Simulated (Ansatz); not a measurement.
# From band curvature to drive current

Plane-wave DFT in Ansatz, PBE, scalar-relativistic PAW potentials, cutoff 420 eV, no spin-orbit coupling; no spin polarisation. Relaxed crystals whose conduction band edge is a single valley at Γ; masses by central differences along the Cartesian axes of the standard setting.

```tsv
crystal	gap (eV)	gap kind	m_x	m_y	m_z (mₑ)
TiO₂ (P4_2/mnm)	1.86	direct	1.16	1.16	0.577
ZnO (P6_3mc)	0.74	direct	0.137	0.137	0.138
InP (F-43m)	0.44	direct	0.039	0.039	0.039
ZnS (P6_3mc)	2.08	direct	0.179	0.179	0.157
MgO (Fm-3m)	4.46	direct	0.337	0.337	0.337
ZnSe (F-43m)	1.15	direct	0.0906	0.0906	0.0906
```

Task: Take a film 7 nm thick, normal along z, current along x, at 300 K. Work out the injection velocity, the density-of-states capacitance and the confinement shift.

Result: For a non-degenerate gas v_T = √(2k_BT/πm_x) = 5.38×10⁶ cm/s ÷ √(m_x/mₑ); one valley with both spins has C_Q = e²√(m_x m_y)/πħ² = 66.9 μF/cm² × √(m_x m_y)/mₑ; hard walls lift the first subband by ħ²π²/(2m_z t²) = 376 meV nm² ÷ (t² m_z/mₑ).
```tsv
crystal	v_T (10⁷ cm/s)	C_Q (μF/cm²)	shift (meV)
TiO₂ (P4_2/mnm)	0.50	77.6	13
ZnO (P6_3mc)	1.45	9.2	56
InP (F-43m)	2.72	2.6	197
ZnS (P6_3mc)	1.27	12.0	49
MgO (Fm-3m)	0.93	22.5	23
ZnSe (F-43m)	1.79	6.1	85
```

Task: With a gate oxide of 1 nm equivalent thickness (3.45 μF/cm²), which gives the most current per gate overdrive in the ballistic limit?

Result: The gate capacitance is the series value C_G = 1/(1/C_ox + 1/C_Q), and the current goes as C_G v_T: InP (F-43m) 1.00, ZnSe (F-43m) 0.97, ZnO (P6_3mc) 0.90, ZnS (P6_3mc) 0.84, MgO (Fm-3m) 0.69, TiO₂ (P4_2/mnm) 0.41 (relative). For an isotropic mass C_G v_T peaks where C_Q = C_ox, at about 0.05 mₑ. This measure doesn't part those within 10 % of the top value: InP (F-43m), ZnSe (F-43m), ZnO (P6_3mc). C_Q is the degenerate value and v_T the non-degenerate one; at high drain bias only forward-going states fill, which halves C_Q, while degeneracy raises the velocity, so values within about 10 % of each other aren't ranked. Scattering and the charge centroid are left out, and so are side valleys, which confinement lifts less and can make the lowest. Members with gaps over 3 eV here are hard to dope and contact. In oxides whose conduction band is of d states, electrons tend to self-trap as polarons, and the band mass says little. Where the shift is under 25 meV (TiO₂ (P4_2/mnm), MgO (Fm-3m)) higher subbands (the second lies three shifts above the first) fill in part at 300 K, so C_Q is larger than given. Where the shift is over a third of the gap (InP (F-43m)) the band isn't parabolic that far up, so the true shift is smaller and the mass larger. Semilocal functionals give gaps too small and so, as a rule, masses too light.

Cost: about 5.6 core-minutes for the runs cited, on Arm Neoverse V2, Arm Neoverse V1, Intel Xeon Platinum 8259CL (Skylake/Cascade Lake) and other processors (shared hosts).